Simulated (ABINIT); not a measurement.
The system is SiC (Moissanite 6H).

```
Si C
1.0
     3.09500    0.00000    0.00000
    -1.54750    2.68035    0.00000
     0.00000    0.00000   15.17000
Si C
6 6
Direct
  0.66667 0.33333 0.45830
  0.33333 0.66667 0.95830
  0.66667 0.33333 0.79170
  0.33333 0.66667 0.29170
  0.00000 0.00000 0.62500
  0.00000 0.00000 0.12500
  0.66667 0.33333 0.33330
  0.33333 0.66667 0.83330
  0.66667 0.33333 0.66670
  0.33333 0.66667 0.16670
  0.00000 0.00000 0.50000
  0.00000 0.00000 0.00000
```

Base run:

- Program: ABINIT 10.8.3 (patched build)
- Functional: PBE
- Potentials or basis: JTH PAW PBE v2.0
- Cutoff: 517 eV
- k mesh: 10 × 10 × 2
- Occupations: fermi-dirac, width 0.05 eV
- Spin: no spin polarisation

Its results: band gap on the k mesh 2.03 eV, indirect (least direct gap 3.14 eV); pressure -0.3 GPa; largest force 0.136 eV/Å.

The run is repeated on the same cell with these changes: functional from PBE to PBEsol. What comes out?

Band gap on the k mesh 1.92 eV, indirect (least direct gap 3.03 eV); pressure -3.6 GPa; largest force 0.140 eV/Å.

PBEsol binds more tightly than PBE, so the same cell stands under less pressure.

Caveats: the PAW data sets were made with another functional, which shifts forces and pressure a little (some runs).

Not every run made on this cell is shown here.
